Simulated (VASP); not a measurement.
# YbH3 (Fm-3m) in VASP: reference runs

Reference runs on YbH3: the cell as given and a disturbed copy.

Everything below comes from runs of VASP 6.6.1. Logs are shortened: lines on timing, memory, paths and dates and some standing lists are left out, and cuts for length are marked.

### 1 The structure

It takes space group Fm-3m (No. 225, cubic). The conventional cell has a = 5.210 Å, b = 5.210 Å, c = 5.210 Å, α = 90.00°, β = 90.00°, γ = 90.00°. Yb (site symmetry m-3m) is surrounded by 8 H at 2.26 Å. Around H (site symmetry m-3m) lie 8 H at 2.26 Å. H (site symmetry -43m) has 4 Yb at 2.26 Å and 4 H at 2.26 Å as nearest neighbours.

The cell comes from a database or a generator and needn't be the stable form of this composition.

### 2 Single point, PBE, collinear spin, ferromagnetic start

The input, INCAR:

```
PREC = Accurate
ENCUT = 520
EDIFF = 1E-7
ISMEAR = -1
SIGMA = 0.05
LREAL = False
LASPH = True
NELM = 100
ALGO = Normal
ISIF = 2
LWAVE = False
LCHARG = True
ISPIN = 2
MAGMOM = 1 0 0 0
LORBIT = 11
LMAXMIX = 6
GGA = PE
LELF = True
LVHAR = True
NBANDS = 26
```

The input, KPOINTS:

```
regular mesh
0
Gamma
  9 9 9
```

The input, POSCAR:

```
YbH3
1.0
    0.0000000000      2.6049710000      2.6049710000
    2.6049710000      0.0000000000      2.6049710000
    2.6049710000      2.6049710000      0.0000000000
Yb H
1 3
Direct
    0.0000000000      0.0000000000      0.0000000000
    0.5000000000      0.5000000000      0.5000000000
    0.2500000000      0.2500000000      0.2500000000
    0.7500000000      0.7500000000      0.7500000000
```

Potentials or basis: VASP PAW PBE potentials, release 64 (Yb, H).

On the command line:

```
$ cat potpaw_PBE.64/Yb/POTCAR potpaw_PBE.64/H/POTCAR > POTCAR
$ mpirun -np 1 vasp_std > vasp.out
```

OUTCAR:

```text
PREC = Accurate
   ENCUT = 520
   EDIFF = 1E-7
   ISMEAR = -1
   LREAL = False
   LASPH = True
   NELM = 100
   ISIF = 2
   ISPIN = 2
   LORBIT = 11
   GGA = PE

 ion  position               nearest neighbor table
   1  0.000  0.000  0.000-   4 2.26   4 2.26   4 2.26   3 2.26   4 2.26   3 2.26   3 2.26   3 2.26

   2  0.500  0.500  0.500-
   3  0.250  0.250  0.250-   1 2.26   1 2.26   1 2.26   1 2.26
   4  0.750  0.750  0.750-   1 2.26   1 2.26   1 2.26   1 2.26

  LATTYP: Found a face centered cubic cell.
 ALAT       =     5.2099420000

  Lattice vectors:

 A1 = (   0.0000000000,   2.6049710000,   2.6049710000)
 A2 = (   2.6049710000,   0.0000000000,   2.6049710000)
 A3 = (   2.6049710000,   2.6049710000,   0.0000000000)

Analysis of symmetry for initial positions (statically):
=====================================================================
 Subroutine PRICEL returns:
 Original cell was already a primitive cell.

 Routine SETGRP: Setting up the symmetry group for a
 face centered cubic supercell.

 Subroutine GETGRP returns: Found 48 space group operations
 (whereof 48 operations were pure point group operations)
 out of a pool of 48 trial point group operations.

The static configuration has the point symmetry O_h .

Analysis of symmetry for dynamics (positions and initial velocities):
=====================================================================
 Subroutine PRICEL returns:
 Original cell was already a primitive cell.

 Routine SETGRP: Setting up the symmetry group for a
 face centered cubic supercell.

 Subroutine GETGRP returns: Found 48 space group operations
 (whereof 48 operations were pure point group operations)
 out of a pool of 48 trial point group operations.

The dynamic configuration has the point symmetry O_h .

Analysis of structural, dynamic, and magnetic symmetry:
=====================================================================
 Subroutine PRICEL returns:
 Original cell was already a primitive cell.

 Routine SETGRP: Setting up the symmetry group for a
 face centered cubic supercell.

 Subroutine GETGRP returns: Found 48 space group operations
 (whereof 48 operations were pure point group operations)
 out of a pool of 48 trial point group operations.

The overall configuration has the point symmetry O_h .

 Subroutine INISYM returns: Found 48 space group operations
 (whereof 48 operations are pure point group operations),
 and found     1 'primitive' translations

----------------------------------------------------------------------------------------

                                     Primitive cell

  volume of cell :      35.3540

  direct lattice vectors                    reciprocal lattice vectors
     0.000000000  2.604971000  2.604971000    -0.191940716  0.191940716  0.191940716
     2.604971000  0.000000000  2.604971000     0.191940716 -0.191940716  0.191940716
     2.604971000  2.604971000  0.000000000     0.191940716  0.191940716 -0.191940716

  length of vectors
     3.683985318  3.683985318  3.683985318     0.332451073  0.332451073  0.332451073

  position of ions in fractional coordinates (direct lattice)
     0.000000000  0.000000000  0.000000000
     0.500000000  0.500000000  0.500000000
     0.250000000  0.250000000  0.250000000
     0.750000000  0.750000000  0.750000000

  ion indices of the primitive-cell ions
   primitive index   ion index
                 1           1
                 2           2
                 3           3
                 4           4

----------------------------------------------------------------------------------------

 KPOINTS: regular mesh

Automatic generation of k-mesh.
 Grid dimensions read from file:
 generate k-points for:    9    9    9

 Generating k-lattice:

  Cartesian coordinates                     Fractional coordinates (reciprocal lattice)
    -0.021326746  0.021326746  0.021326746     0.111111111  0.000000000  0.000000000
     0.021326746 -0.021326746  0.021326746     0.000000000  0.111111111  0.000000000
     0.021326746  0.021326746 -0.021326746     0.000000000  0.000000000  0.111111111

  Length of vectors
     0.036939008  0.036939008  0.036939008

  Shift w.r.t. Gamma in fractional coordinates (k-lattice)
     0.000000000  0.000000000  0.000000000

 Subroutine IBZKPT returns following result:
 ===========================================

 Found     35 irreducible k-points:

 Following reciprocal coordinates:
            Coordinates               Weight
  0.000000  0.000000  0.000000      1.000000
  0.111111  0.000000  0.000000      8.000000
  0.222222  0.000000  0.000000      8.000000
  0.333333  0.000000  0.000000      8.000000
  0.444444  0.000000  0.000000      8.000000
  0.111111  0.111111  0.000000      6.000000
[... 16 lines left out ...]
 -0.333333  0.333333  0.000000     12.000000
  0.444444  0.444444  0.000000      6.000000
 [... further k-points ...]
   k-points           NKPTS =     35   k-points in BZ     NKDIM =     35   number of bands    NBANDS=     26
   number of dos      NEDOS =    301   number of ions     NIONS =      4
   total plane-waves  NPLWV =  21952
   dimension x,y,z NGX =    28 NGY =   28 NGZ =   28
   dimension x,y,z NGXF=    56 NGYF=   56 NGZF=   56
   ions per type =               1   3
   NGX,Y,Z   is equivalent  to a cutoff of  12.64, 12.64, 12.64 a.u.
   NGXF,Y,Z  is equivalent  to a cutoff of  25.27, 25.27, 25.27 a.u.
 SYSTEM =  unknown system
   PREC   = accura    normal or accurate (medium, high low for compatibility)
   ISTART =      0    job   : 0-new  1-cont  2-samecut
   ICHARG =      2    charge: 1-file 2-atom 10-const
   ISPIN  =      2    spin polarized calculation?
   LNONCOLLINEAR =      F non collinear calculations
   LSORBIT =      F    spin-orbit coupling
   LASPH  =      T    aspherical Exc in radial PAW
   ENCUT  =  520.0 eV  38.22 Ry    6.18 a.u.   6.85  6.85  6.85*2*pi/ulx,y,z
   NELM   =    100;   NELMIN=  2; NELMDL= -5     # of ELM steps
   EDIFF  = 0.1E-06   stopping-criterion for ELM
   LREAL  =      F    real-space projection
   EDIFFG = 0.1E-05   stopping-criterion for IOM
   NSW    =      0    number of steps for IOM
   IBRION =     -1    ionic relax: 0-MD 1-quasi-New 2-CG
   NFREE  =      0    steps in history (QN), initial steepest desc. (CG)
   ISIF   =      2    stress and relaxation
   ISYM   =      2    0-nonsym 1-usesym 2-fastsym
   POTIM  = 0.5000    time-step for ionic-motion
   TEBEG  =    0.0;   TEEND  =   0.0 temperature during run
   PSTRESS=    0.0 pullay stress
   NELECT =      27.0000    total number of electrons
   NUPDOWN=      -1.0000    fix difference up-down
   EMIN   =  10.00;   EMAX   =-10.00  energy-range for DOS
   EFERMI =   0.00;   METHOD = LEGACY
   ISMEAR =    -1;   SIGMA  =   0.05  broadening in eV -4-tet -1-fermi 0-gaus
   EFERMI_NEDOS =   21; number of points for ismear=-14 and -15
   IALGO  =     38    algorithm
   IMIX   =      4    mixing-type and parameters
     AMIX     =   0.40;   BMIX     =  1.00
     AMIX_MAG =   1.60;   BMIX_MAG =  1.00
  volume/ion in A,a.u.               =       8.84        59.65
  Fermi-wavevector in a.u.,A,eV,Ry     =   1.496407  2.827800 30.466645  2.239235
  Thomas-Fermi vector in A             =   2.608428
   LORBIT       =     11    0 simple, 1 ext, 2 COOP (PROOUT), +10 PAW based schemes
   GGA     = PE    functional components
   LHFCALC =     F    Hartree Fock is set to
   AEXX    =    0.0000 exact exchange contribution
   IVDW    =     0    specifies the selected vdW correction
   LEPSILON=     F    determine dielectric tensor
   LRPA    =     F    only Hartree local field effects (RPA)
 spin polarized calculation
  energy-cutoff  :      520.00
  volume of cell :       35.35
 maximum number of plane-waves:       963
   NGX = 13   NGY = 13   NGZ = 13

 number of electron      27.0000013 magnetization       0.1773282

 Free energy of the ion-electron system (eV)
  ---------------------------------------------------
  ext. energy  EPLUGINS =         0.00000000
  ---------------------------------------------------
  free energy    TOTEN  =       -15.23849014 eV

  energy without entropy =      -15.21418293  energy(sigma->0) =      -15.22633653

 E-fermi :   1.3861     XC(G=0): -10.8790

 val. band max:        1.3635566257   @ k =   0.4444   0.2222   0.0000
 cond. band min:       1.4028700064   @ k =  -0.4444   0.2222   0.1111
 fundamental gap:      0.0393133807
 Fermi energy:         1.3861120711

 spin component 1

 k-point     1 :       0.0000    0.0000    0.0000
  band No.  band energies     occupation
      1     -49.7483      1.00000
      2     -21.7617      1.00000
      3     -21.7617      1.00000
      4     -21.7617      1.00000
      5      -7.0727      1.00000
      6      -0.0782      1.00000
[... 661 lines left out ...]
     24      20.7791      0.00000
     25      21.6663      0.00000

 [... further k-points ...]

 spin component 2

 k-point     1 :       0.0000    0.0000    0.0000
  band No.  band energies     occupation
      1     -49.6779      1.00000
      2     -21.7120      1.00000
      3     -21.7120      1.00000
      4     -21.7120      1.00000
      5      -7.0605      1.00000
      6       0.0407      1.00000
[... 661 lines left out ...]
     24      20.7947      0.00000
     25      21.6788      0.00000

 [... further k-points ...]

 [bands above 25 left out]

------------------------ aborting loop because EDIFF is reached ----------------------------------------

  FORCE on cell =-STRESS in cart. coord.  units (eV):
  Direction    XX          YY          ZZ          XY          YZ          ZX
  --------------------------------------------------------------------------------------
  -------------------------------------------------------------------------------------
  Total       -1.1934053     -1.1934053     -1.1934053      0.0000000      0.0000000      0.0000000
  in kB      -54.0828852    -54.0828852    -54.0828852      0.0000000      0.0000000      0.0000000
  external PRESSURE =     -54.0828852 kB  Pullay stress =       0.0000000 kB

 VOLUME and BASIS-vectors are now :
 -----------------------------------------------------------------------------
  energy-cutoff  :      520.00
  volume of cell :       35.35
      direct lattice vectors                 reciprocal lattice vectors
     0.000000000  2.604971000  2.604971000    -0.191940716  0.191940716  0.191940716
     2.604971000  0.000000000  2.604971000     0.191940716 -0.191940716  0.191940716
     2.604971000  2.604971000  0.000000000     0.191940716  0.191940716 -0.191940716

 POSITION                                       TOTAL-FORCE (eV/Angst)
 -----------------------------------------------------------------------------------
      0.00000      0.00000      0.00000        -0.000000     -0.000000      0.000000
      2.60497      2.60497      2.60497        -0.000000     -0.000000      0.000000
      1.30249      1.30249      1.30249        -0.000000     -0.000000     -0.000000
      3.90746      3.90746      3.90746         0.000000      0.000000      0.000000
 -----------------------------------------------------------------------------------
    total drift:                               -0.000000     -0.000000     -0.000000

  FREE ENERGIE OF THE ION-ELECTRON SYSTEM (eV)
  ---------------------------------------------------
  free  energy   TOTEN  =       -15.2384901439 eV

  energy  without entropy=      -15.2141829257  energy(sigma->0) =      -15.22633653

 total charge

# of ion       s       p       d       f       tot
--------------------------------------------------
    1        2.108   6.046   0.474  13.422  22.050
    2        0.456   0.006   0.000   0.000   0.461
    3        0.542   0.006   0.000   0.000   0.548
    4        0.542   0.006   0.000   0.000   0.548
--------------------------------------------------
tot          3.649   6.063   0.474  13.422  23.608

 magnetization (x)

# of ion       s       p       d       f       tot
--------------------------------------------------
    1        0.000  -0.002   0.005   0.161   0.164
    2        0.001   0.000   0.000   0.000   0.001
    3        0.001   0.000   0.000   0.000   0.001
    4        0.001   0.000   0.000   0.000   0.001
--------------------------------------------------
tot          0.003  -0.001   0.005   0.161   0.168
```

Wall time 1.8 min (1 thread of Intel Xeon Platinum 8488C (Sapphire Rapids), shared host); peak memory 0.21 GiB.

What came out:

| Quantity | Value |
| --- | --- |
| Free energy | -15.2385 eV |
| Pressure | -5.4 GPa |
| Band gap on the k mesh | none (metal or under the smearing width) |
| Net moment | 0.18 μB per cell |
| Site moments | Yb +0.16; H +0.00 μB |
| Valence electrons inside the program's atomic spheres | Yb 22.05; H 0.46, 0.55 |

Caveat: spin-orbit coupling is left out, which moves the levels of the heavy elements; without U or exact exchange the open f shell lies at the Fermi level, which spoils levels, moments and volumes.

### 3 Single point, PBE, collinear spin, ferromagnetic start (atoms moved at random, drawn with an rms of 0.05 Å)

The input, INCAR:

```
SYSTEM = YbH3
PREC = Accurate
ENCUT = 520
EDIFF = 1E-7
ISMEAR = -1
SIGMA = 0.05
LREAL = .False.
LASPH = .True.
NELM = 150
ALGO = Normal
ISIF = 2
LWAVE = .False.
LCHARG = .False.
ISPIN = 2
MAGMOM = 1 0 0 0
LORBIT = 11
LMAXMIX = 6
GGA = PE
NBANDS = 26
```

The input, KPOINTS:

```
regular mesh
0
Gamma
  9 9 9
  0 0 0
```

The input, POSCAR:

```
YbH3
1.0
    0.0000000000      2.6049710000      2.6049710000
    2.6049710000      0.0000000000      2.6049710000
    2.6049710000      2.6049710000      0.0000000000
Yb H
1 3
Direct
    0.0113840000      0.0082340000     -0.0130260000
    0.5123770000      0.4794550000      0.4931680000
    0.2373210000      0.2554420000      0.2501730000
    0.7544660000      0.7375710000      0.7523790000
```

Potentials or basis: VASP PAW PBE potentials, release 64 (Yb, H).

On the command line:

```
$ cat potpaw_PBE.64/Yb/POTCAR potpaw_PBE.64/H/POTCAR > POTCAR
$ mpirun -np 1 vasp_std > vasp.out
```

Wall time 19 min (1 thread of Intel Xeon Platinum 8559C (Emerald Rapids), shared host); peak memory 0.62 GiB.

Results (log left out):

```yaml
Free_energy: -15.2198 eV
Pressure: -5.3 GPa
Largest_force: 0.344 eV/Å
Band_gap_on_the_k_mesh: none (metal or under the smearing width)
Net_moment: 0.17 μB per cell
Site_moments: Yb +0.16; H +0.00 μB
Valence_electrons_inside_the_program's_atomic_spheres: Yb 22.05; H 0.46, 0.55
```

Forces in eV/Å, atoms in the order of the input:
```
Yb   0.011  0.004 -0.344
H    0.065 -0.021 -0.004
H   -0.116  0.103  0.167
H    0.040 -0.086  0.181
```

Stress tensor (GPa, compression positive):
```
-5.31 -0.04  0.38
-0.04 -5.35 -0.28
 0.38 -0.28 -5.29
```

Levels at points of the mesh, in eV from the Fermi level:
Spin up:
| k point | band 12 | band 13 | band 14 | band 15 | band 16 | band 17 |
| --- | --- | --- | --- | --- | --- | --- |
| (0.00, 0.00, 0.00) | -0.39 | 1.15 | 2.55 | 3.20 | 3.23 | 3.28 |
Spin down:
```
           k point  band 11  band 12  band 13  band 14  band 15  band 16  band 17  band 18
(0.00, 0.00, 0.00)    -0.31    -0.30     1.25     2.56     3.21     3.24     3.30     5.88
```

Caveat: spin-orbit coupling is left out, which moves the levels of the heavy elements; without U or exact exchange the open f shell lies at the Fermi level, which spoils levels, moments and volumes.
